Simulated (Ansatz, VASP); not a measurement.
## Al in VASP and in Ansatz

Contents of INCAR:

```
PREC = Accurate
ENCUT = 600
EDIFF = 1E-7
ISMEAR = -1
SIGMA = 0.1
LREAL = F
LASPH = T
NELM = 60
ALGO = Normal
ISIF = 3
LWAVE = F
LCHARG = F
GGA = PS
IBRION = 2
NSW = 60
EDIFFG = -0.005
```

Contents of KPOINTS:

```
Automatic mesh
0
Gamma
  16 16 16
```

Contents of POSCAR:

```
Al
1.0
    0.0000000000      2.0073479706      2.0073479706
    2.0073479706      0.0000000000      2.0073479706
    2.0073479706      2.0073479706      0.0000000000
Al
1
Direct
    0.0000000000      0.0000000000      0.0000000000
```

Input for Ansatz:

```yaml
crystal:
  lattice:
    - [0.0, 2.0073479706, 2.0073479706]
    - [2.0073479706, 0.0, 2.0073479706]
    - [2.0073479706, 2.0073479706, 0.0]
  atoms:
    - { symbol: Al, position: [0.0, 0.0, 0.0] }
kpoints:
  mp_grid: { grid: [16, 16, 16] }
scf:
  occupations: { method: fermi_dirac, width: 0.1 }
hamiltonian:
  xc: pbesol
  pseudopotentials: { kind: paw }
output:
  forces: true
  stress: true
  write_density: true
  write_potential: true
  elf: true
  volumetric_format: npy
relax:
  f_tol: 0.005
  max_steps: 40
  cell: {}
```

Alike in both runs: task relaxation of cell and atoms; functional PBEsol; k mesh 16 × 16 × 16; occupations fermi-dirac, width 0.1 eV; no spin polarisation.

|  | VASP | Ansatz |
| --- | --- | --- |
| version | VASP 6.6.1 | Ansatz 0.2.0 |
| potentials or method | VASP PAW PBE potentials, release 64 (Al) | PAW with Ansatz's default frozen-core files, scalar-relativistic |
| plane-wave cutoff (eV) | 600 | 420 |
| valence electrons in the cell | 3 | 3 |

```csv
,VASP,Ansatz,Ansatz less VASP
relaxed volume (Å³/atom),16.20,16.18,-0.025
relaxed cell length with the largest relative difference (Å),2.840,2.839,-0.0015
```

Caveats: the PAW data sets were made with another functional, which shifts forces and pressure a little (VASP).
